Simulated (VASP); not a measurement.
Set up this calculation in VASP 6.6.1, as the native input.

| Property | Result |
| --- | --- |
| Task | relaxation of cell and atoms |
| Functional | LDA |
| Potentials or basis | VASP PAW LDA potentials, release 64 (Ga_d, N) |
| Cutoff | 600 eV |
| k mesh | 6 × 6 × 4 |
| Occupations | gaussian, width 0.02 eV |
| Spin | no spin polarisation |
| Further INCAR settings | ALGO = Fast; EDIFF = 1e-07; IBRION = 2; EDIFFG = -0.02; NSW = 60; ISIF = 3 |

The structure of GaN lies in POSCAR:

```
GaN
1.0
    3.1900000000      0.0000000000      0.0000000000
   -1.5950000000      2.7626210381      0.0000000000
    0.0000000000      0.0000000000      5.1890000000
Ga N
2 2
Direct
    0.3333333333      0.6666666667      0.0000000000
    0.6666666667      0.3333333333      0.5000000000
    0.3333333333      0.6666666667      0.3770000000
    0.6666666667      0.3333333333      0.8770000000
```

The cell was built by a generator and isn't the measured one.

One way to write it, as run:

INCAR

```
PREC = Accurate ; ENCUT = 600
EDIFF = 1E-7 ; ISMEAR = 0
SIGMA = 0.02 ; LREAL = False
LASPH = True ; NELM = 80
ALGO = Fast ; ISIF = 3
LWAVE = False ; LCHARG = False
GGA = CA ; IBRION = 2
NSW = 60 ; EDIFFG = -0.02
```

KPOINTS

```
Automatic mesh
0
Gamma
  6 6 4
```

Potentials or basis: VASP PAW LDA potentials, release 64 (Ga_d, N).

Launch:

```console
$ cat potpaw_LDA.64/Ga_d/POTCAR potpaw_LDA.64/N/POTCAR > POTCAR
$ mpirun -np 1 vasp_std > vasp.out
```

Results of the run:

| Item | Value |
| --- | --- |
| Relaxed volume | 11.11 Å³/atom |
| Relaxed cell | a = 3.158 Å, b = 3.158 Å, c = 5.142 Å, α = 90.00°, β = 90.00°, γ = 120.00° |
| Space group after relaxing (to 0.05 Å) | P6_3mc (No. 186) |
| Energy gained by relaxing | 5.8 meV/atom |
| Ionic steps | 3 |
| Pressure after relaxing | 0.0 GPa |
| Largest force after relaxing | 0.018 eV/Å |
| Band gap on the k mesh | 2.12 eV, direct |

Wall time 83 s on 1 thread of Intel(R) Xeon(R) Platinum 8259CL CPU @ 2.50GHz (Skylake/Cascade Lake), on a shared host, peak memory 0.17 GiB.
